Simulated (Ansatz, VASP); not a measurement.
# RbBr: VASP beside Ansatz

File INCAR:

```
PREC = Accurate ; ENCUT = 520
EDIFF = 1E-6 ; ISMEAR = 0
SIGMA = 0.05 ; LREAL = False
LASPH = True ; NELM = 60
ALGO = Normal ; ISIF = 2
LWAVE = False ; LCHARG = False
GGA = PE ; NBANDS = 15
```

File KPOINTS:

```
regular mesh
0
Gamma
  6 6 6
```

The input POSCAR:

```
RbBr
1.0
    3.7959911160      0.0000000000      0.0000000000
    0.0000000000      3.7959911160      0.0000000000
    0.0000000000      0.0000000000      4.2911203920
Rb Br
1 1
Direct
    0.0000000000      0.0000000000      0.0000000000
    0.5000000000      0.5000000000      0.5000000000
```

Input for Ansatz:

```yaml
crystal:
  lattice:
    - [3.795991116, 0.0, 0.0]
    - [0.0, 3.795991116, 0.0]
    - [0.0, 0.0, 4.291120392]
  atoms:
    - { symbol: Rb, position: [0.0, 0.0, 0.0] }
    - { symbol: Br, position: [0.5, 0.5, 0.5] }
basis:
  ecutwfc: 420
kpoints:
  mp_grid: { grid: [6, 6, 6] }
hamiltonian:
  xc: pbe
scf:
  occupations: { method: gaussian, width: 0.05 }
output:
  forces: true
  stress: true
  eigenvalues: true
```

Change from the starting cell: strain -0.080 along x and y, +0.040 along z, atoms carried along.

Alike in both runs: task single point; functional PBE; k mesh 6 × 6 × 6; occupations gaussian, width 0.05 eV; no spin polarisation.

```csv
,VASP,Ansatz
version,VASP 6.6.1,Ansatz 0.2.0
potentials or method,"VASP PAW PBE potentials, release 64 (Rb_sv, Br)","scalar-relativistic, plane waves, PAW"
plane-wave cutoff (eV),520,420
valence electrons in the cell,16,16
```

```csv
,VASP,Ansatz,Ansatz less VASP
gap on the k mesh at the Fermi level (eV),4.02,4.02,+0.004
least direct gap on the mesh (eV),4.18,4.19,+0.003
pressure (GPa),3.9,3.8,-0.06
largest component of the traceless stress (GPa),2.76,2.76,+0.001
```

The functional is the same, so the differences come from potentials, cutoffs and numerics.

A k mesh can miss the band edges.
